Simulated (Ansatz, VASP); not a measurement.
# AgCl: VASP beside Ansatz

```
Ag Cl
1.0
     0.00000    2.80603    2.80603
     2.80603    0.00000    2.80603
     2.80603    2.80603    0.00000
Ag Cl
1 1
Cartesian
  0.0000 0.0000 0.0000
  2.8060 2.8060 2.8060
```

Alike in both runs: functional PBE; k mesh 8 × 8 × 8; occupations gaussian, width 0.02 eV; no spin polarisation.

Ansatz relaxed the structure, and its values are those at the end. VASP's run is a single point on that final structure, the one shown.

```csv
,VASP,Ansatz
version,VASP 6.6.1,Ansatz 0.2.0
potentials or method,"VASP PAW PBE potentials, release 64 (Ag, Cl)","scalar-relativistic, plane waves, PAW"
plane-wave cutoff (eV),520,420
valence electrons in the cell,18,26
```

```csv
,VASP,Ansatz,Ansatz less VASP
gap on the k mesh at the Fermi level (eV),0.92,0.92,+0.003
least direct gap on the mesh (eV),3.07,3.08,+0.002
pressure (GPa),-0.1,0.0,+0.13
```

The two sets of potentials don't hold the same shells in valence.

A k mesh can miss the band edges.
